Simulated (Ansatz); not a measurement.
## La: all-electron results

```
La
1.0
    -2.12383    2.12383    2.12383
     2.12383   -2.12383    2.12383
     2.12383    2.12383   -2.12383
La
1
Direct
  0.00000 0.00000 0.00000
```

The cell is the one relaxed in the Materials Project (mp-10023), not relaxed further here; entries there can be hypothetical.

No spin–orbit coupling, which matters for the heavy atoms here.

These are results of DFT, LDA, all-electron LAPW, scalar-relativistic in Ansatz 0.2.0, not measurements.

Sampling and basis: a Γ-centred 11×11×11 k mesh, Fermi–Dirac smearing of 0.03 eV, basis error target 0.5 meV/atom, no spin polarisation.

```
Band gap        : none: with an odd electron count and no spin polarisation the bands can't all be full, a metal in this set-up (spin order or a larger cell could open a gap)
Volume per atom : 38.32 Å³
```

(1) Give the computed value. Density of states at the Fermi level (0.2 eV bin).

(2) Predict this quantity. Pressure at this cell.

Answers

(1) 4.42 states/eV per cell.

(2) -3.55 GPa.
